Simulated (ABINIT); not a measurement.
Runs of ABINIT 10.8.3 (patched build) on Cu. The structure is cubic, space group Fm-3m (No. 225). Conventional cell: a = 3.615 Å, b = 3.615 Å, c = 3.615 Å, α = 90.00°, β = 90.00°, γ = 90.00°. Cu (site symmetry m-3m) has 12 Cu at 2.56 Å as nearest neighbours. 

| potentials or basis | cutoff (eV) | fine-grid cutoff | gap on the mesh (eV) | pressure (GPa) |
| --- | --- | --- | --- | --- |
| SG15 NC PBE v1.2 | 1306 | - | none | -4.0 |
| JTH PAW PBE v2.0 | 844 | 1442.2 eV | none | (a) |
| PseudoDojo NC SR PBE v0.4.1 standard | 1497 | - | none | -6.3 |
| Ansatz NC r2SCAN | 1742 | - | none | -5.0 |
| Ansatz PAW PBE default generated set, frozen core | 490 | 979.61 eV | none | -5.0 |

Alike in all rows: task single point; level r2SCAN; no spin polarisation; cell as given; k mesh 13 × 13 × 13; smearing fermi-dirac 0.05 eV.

Problem. Estimate the missing entries.

Solution. (a) -4.8.

Caveats: the potentials were made for another functional, which shifts forces and pressure (some runs); the PAW data sets were made with another functional, which shifts forces and pressure a little (some runs); a meta-GGA on potentials with a model core is unreliable (some runs); the atomic spheres overlap (some runs).

A gap of «none» marks a metal or a gap under the smearing width.
